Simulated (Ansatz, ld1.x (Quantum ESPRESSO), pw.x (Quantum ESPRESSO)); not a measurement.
pw.x on bcc F: one setting changed

Potential: PAW, ld1.x (Quantum ESPRESSO) 7.5, PBE; core [He], reference 2s2 2p5; waves: 2s (bound): rcut 0.55, rcutus 0.70 bohr; 2s channel at 3.2 Ry: rcut 0.55, rcutus 0.70 bohr; 2p (bound): rcut 1.75, rcutus 1.95 bohr; 2p channel at 2.2 Ry: rcut 1.75, rcutus 1.95 bohr; 3d channel at -0.1 Ry: rcut 1.55, rcutus 1.90 bohr; 3d channel at 0.8 Ry: rcut 1.55, rcutus 1.90 bohr; local part: all-electron potential smoothed inside 1.40 bohr (lloc = -1); core correction: a·sin(br)/r model core inside 0.76 bohr; augmentation: PSQ, inside the norm-conserving radii.

The reference run (k-mesh 17³, cutoffs 110/900 Ry, Fermi–Dirac 0.01 Ry, mixing_beta 0.4, conv_thr 1e-9, no spin) gives -0.47 GPa at 10.330 Å³/atom, where all-electron LAPW gives -0.11 GPa. This run, with its own iteration cap, changes diagonalization to cg.

```
&control
  calculation='scf', prefix='x', pseudo_dir='./', outdir='./tmp', tstress=.true., disk_io='none'
/
&system
  ibrav=0, nat=1, ntyp=1, ecutwfc=110, ecutrho=900, nbnd=11,
  occupations='smearing', smearing='fd', degauss=0.01
/
&electrons
  conv_thr=1e-09, mixing_beta=0.4, electron_maxstep=60, diagonalization='cg'
/
ATOMIC_SPECIES
F 1.0 F.UPF
CELL_PARAMETERS angstrom
  -1.37197683 1.37197683 1.37197683
  1.37197683 -1.37197683 1.37197683
  1.37197683 1.37197683 -1.37197683
ATOMIC_POSITIONS crystal
F 0.0000 0.0000 0.0000
K_POINTS automatic
17 17 17 0 0 0
```

```bash
pw.x < F.scf.in > F.scf.out
```

Question: How does the run end?

Answer: It converges in 8 iterations; the free energy moves by +0.0 meV/atom and the pressure by -0.09 GPa.

```
Message from routine setup:
     using ibrav=0 with symmetry is DISCOURAGED, use correct ibrav instead
     lattice parameter (alat)  =       4.4906  a.u.
     unit-cell volume          =      69.7103 (a.u.)^3
     number of electrons       =         7.00
     number of Kohn-Sham states=           11
     kinetic-energy cutoff     =     110.0000  Ry
     charge density cutoff     =     900.0000  Ry
     scf convergence threshold =      1.0E-09
     Exchange-correlation= SLA  PW   PBX  PBC
     number of k points=   165  Fermi-Dirac smearing, width (Ry)=  0.0100
     iteration #  1     ecut=   110.00 Ry     beta= 0.40
     c_bands:  1 eigenvalues not converged
     c_bands:  1 eigenvalues not converged
     c_bands:  1 eigenvalues not converged
     c_bands:  1 eigenvalues not converged
     c_bands:  1 eigenvalues not converged
     c_bands:  1 eigenvalues not converged
     [... 163 repeated lines left out ...]
     total energy              =     -59.14047938 Ry
     estimated scf accuracy    <       0.00001219 Ry
     iteration #  2     ecut=   110.00 Ry     beta= 0.40
     [... 4 repeated lines left out ...]
     total energy              =     -59.14048493 Ry
     estimated scf accuracy    <       0.00000787 Ry
     iteration #  3     ecut=   110.00 Ry     beta= 0.40
     [... 2 repeated lines left out ...]
     total energy              =     -59.14048641 Ry
     estimated scf accuracy    <       0.00000183 Ry
     iteration #  4     ecut=   110.00 Ry     beta= 0.40
     total energy              =     -59.14048757 Ry
     estimated scf accuracy    <       0.00000003 Ry
     iteration #  5     ecut=   110.00 Ry     beta= 0.40
     total energy              =     -59.14048803 Ry
     estimated scf accuracy    <       0.00000003 Ry
     iteration #  6     ecut=   110.00 Ry     beta= 0.40
     total energy              =     -59.14048805 Ry
     estimated scf accuracy    <          1.4E-09 Ry
     iteration #  7     ecut=   110.00 Ry     beta= 0.40
     total energy              =     -59.14048805 Ry
     estimated scf accuracy    <       0.00000001 Ry
     iteration #  8     ecut=   110.00 Ry     beta= 0.40
     the Fermi energy is    -1.0764 ev
!    total energy              =     -59.14048806 Ry
     estimated scf accuracy    <          1.1E-11 Ry
     smearing contrib. (-TS)   =      -0.01060585 Ry
     The total energy is F=E-TS. E is the sum of the following terms:
     one-electron contribution =     -16.81442995 Ry
     hartree contribution      =      11.77757601 Ry
     xc contribution           =      -8.89655709 Ry
     ewald contribution        =     -34.38985589 Ry
     one-center paw contrib.   =     -10.80661530 Ry
     convergence has been achieved in   8 iterations
          total   stress  (Ry/bohr**3)                   (kbar)     P=       -5.57
     Message from routine punch:
     Nothing written, as per user request (disk_io='none')
```

The run took about 71 s on one core of a shared host (Neoverse-V1, 32 threads, 247 GiB, load 24).
